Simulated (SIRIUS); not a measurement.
HfN:

```
CELL_PARAMETERS angstrom
2.82503 0.00000 0.00000
0.00000 2.82503 0.00000
0.00000 0.00000 2.82503
ATOMIC_POSITIONS crystal
Hf 0.50000 0.50000 0.50000
N 0.00000 0.00000 0.00000
```

The cell was built by a generator and needn't be a form met in nature.

| Item | Value |
| --- | --- |
| Program | SIRIUS 7.10.0 |
| Task | single point |
| Functional | PBE |
| Potentials or basis | PseudoDojo 0.4.1 PBE standard (scalar relativistic) |
| Cutoff | 1152 eV |
| Density cutoff | 4606 eV |
| k mesh | 9 × 9 × 9 |
| Occupations | fermi-dirac, width 0.05 eV |
| Spin | no spin polarisation |

On this cell: pressure -0.3 GPa; largest force zero by symmetry; band gap on the k mesh none (metal or under the smearing width).

The same run follows on a disturbed copy (atoms moved at random, drawn with an rms of 0.05 Å):

```
Hf N
1.0
     2.82503    0.00000    0.00000
     0.00000    2.82503    0.00000
     0.00000    0.00000    2.82503
Hf N
1 1
Direct
  0.50541 0.49615 0.49535
  0.98582 0.00805 0.98296
```

Q: What changes?

A: The energy (extrapolated to zero smearing) moves by +3.9 meV/atom; pressure 0.1 GPa; largest force 0.212 eV/Å; band gap on the k mesh none (metal or under the smearing width).

Forces on the atoms (eV/Å):
```
Hf  -0.158  0.099 -0.103
N    0.158 -0.099  0.103
```

Stress tensor (GPa, compression positive):
```
 0.06 -0.42  0.44
-0.42  0.17 -0.27
 0.44 -0.27  0.17
```
